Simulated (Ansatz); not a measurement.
**NaH: a single-point run**

Aim: a sound single-point run of NaH. The structure is shown as the input types it.

Method: density functional or hybrid calculation with the settings of its input, plane waves (as first typed), in Ansatz 0.2.0.

3 further runs of the same task are left out: 3 that didn't finish.

### Step 1. Starting point

The structure is cubic, space group Fm-3m (No. 225). Conventional cell: a = 4.795 Å, b = 4.795 Å, c = 4.795 Å, α = 90.00°, β = 90.00°, γ = 90.00°. Na (site symmetry m-3m) is surrounded by 6 H at 2.40 Å. H (site symmetry m-3m) has 6 Na at 2.40 Å as nearest neighbours.

Coordinates:

```
CELL_PARAMETERS angstrom
0.00000 2.39751 2.39751
2.39751 0.00000 2.39751
2.39751 2.39751 0.00000
ATOMIC_POSITIONS crystal
Na 0.00000 0.00000 0.00000
H 0.50000 0.50000 0.50000
```

### Step 2. Input and run

Contents of input.yaml:

```yaml
crystal:
  lattice:
    - [0.0, 2.3975122873, 2.3975122873]
    - [2.3975122873, 0.0, 2.3975122873]
    - [2.3975122873, 2.3975122873, 0.0]
  atoms:
    - { symbol: Na, position: [0.0, 0.0, 0.0] }
    - { symbol: H, position: [0.5, 0.5, 0.5] }
kpoints:
  mp_grid: { grid: [4, 4, 4] }
hamiltonian:
  xc: hse06
scf:
  occupations: { method: fixed }
  n_extra_bands: 4
  exx: { max_outer_iter: 2 }
output:
  forces: true
  stress: true
  eigenvalues: true
```

Command:

```
$ ansatz run input.yaml --threads 4 --pin off --max-ram 3686MiB --backend cpu --events-out ev --progress --plain --runs-dir out
```

What happens when this is run?

The program finished normally, with warnings (stress exchange threshold loose, stress scf threshold loose). Its log warns: «output.stress: scf.convergence.dr2_threshold = 1e-7 eV (the SCF's general default) is looser than the 2e-10 eV advised for a printed stress (1e-10 eV for each atom of the ...»

In the input, scf.exx.max_outer_iter is 2. The risk: too low a cap on iterations. It still converged here, which does not make the setting sound.

Run again and compare: delete scf.exx.max_outer_iter (the default then holds).
